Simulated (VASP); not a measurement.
Here is a VASP 6.6.1 calculation.

Contents of INCAR:

```
SYSTEM = Si
PREC = Accurate
ENCUT = 520
EDIFF = 1E-6
ISMEAR = 0
SIGMA = 0.02
LREAL = Auto
LASPH = .True.
NELM = 100
ALGO = Fast
ISIF = 2
LWAVE = .False.
LCHARG = .False.
GGA = PE
NBANDS = 48
```

The input KPOINTS:

```
Automatic mesh
0
Gamma
  2 2 2
  0 0 0
```

POSCAR

```
Si
1.0
    0.0000000000      5.4300000000      5.4300000000
    5.4300000000      0.0000000000      5.4300000000
    5.4300000000      5.4300000000      0.0000000000
Si
17
Direct
    0.0026294659     -0.0180337017      0.0106558011
    0.1549625230      0.1110641805      0.1231293738
    0.0148470534     -0.0051608656      0.4956383978
    0.1219473297      0.1143622468      0.6397169429
    0.0025887661      0.5049267035      0.0106655617
    0.1085666667      0.6107876611      0.1700158379
   -0.0166251381      0.4855921731      0.5456021179
    0.1219454880      0.6241360958      0.6397151013
    0.5199313996      0.0221757827     -0.0641131676
    0.6087666667      0.1111112339      0.1231079190
    0.4926529466     -0.0051291897      0.4956255064
    0.6478720994      0.1500457643      0.5522126151
    0.4797674033      0.5048913444      0.0106674033
    0.6088117864      0.6571607735      0.1230907919
    0.4926514733      0.5170234807      0.4956194291
    0.6121463168      0.6241575506      0.6397026703
    0.7976051565      0.2996099448      0.1032209945
```

Potentials or basis: VASP PAW PBE potentials, release 64 (Si).

Launch:

```console
$ cat potpaw_PBE.64/Si/POTCAR > POTCAR
$ mpirun -np 1 vasp_std > vasp.out
```

(1) Estimate the pressure.

(2) What does it give for the band gap on the k mesh?

(3) Predict the largest force.

## Answers

(1) 4.6 GPa.

(2) 0.09 eV, indirect (least direct gap 0.46 eV).

(3) 0.023 eV/Å.

Caveat: the k mesh is coarse (spacing up to 0.50 Å⁻¹), so the values aren't converged.
